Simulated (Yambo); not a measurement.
MgTe:

```xyz
2
Lattice="0.0000 3.2320 3.2320 3.2320 0.0000 3.2320 3.2320 3.2320 0.0000" Properties=species:S:1:pos:R:3 pbc="T T T"
Te    1.6160    1.6160    1.6160
Mg    0.0000    0.0000    0.0000
```

The cell comes from a database or a generator and needn't be the stable form of this composition.

Base run:

| Item | Value |
| --- | --- |
| Program | Yambo 5.3.0 |
| Functional | PBE |
| Potentials or basis | PseudoDojo 0.4.1 SR PBE standard |
| Cutoff | 1143 eV |
| Density cutoff | 4572 eV |
| k mesh | 12 × 12 × 12 |
| Occupations | fixed |
| Spin | no spin polarisation |

Its results: band gap on the k mesh, mean-field level 2.41 eV, direct.

Q: The run is repeated on the same cell with these changes: functional from PBE to PBEsol; potentials or basis from PseudoDojo 0.4.1 SR PBE standard to PseudoDojo 0.4.1 SR PBEsol standard. What comes out?

A: Band gap on the k mesh, mean-field level 2.29 eV, direct.

Caveats: the LDA kernel is used on GGA states, which is inconsistent by a few percent; spin-orbit coupling is left out, which moves the levels of the heavy elements.

A k mesh can miss the band edges.
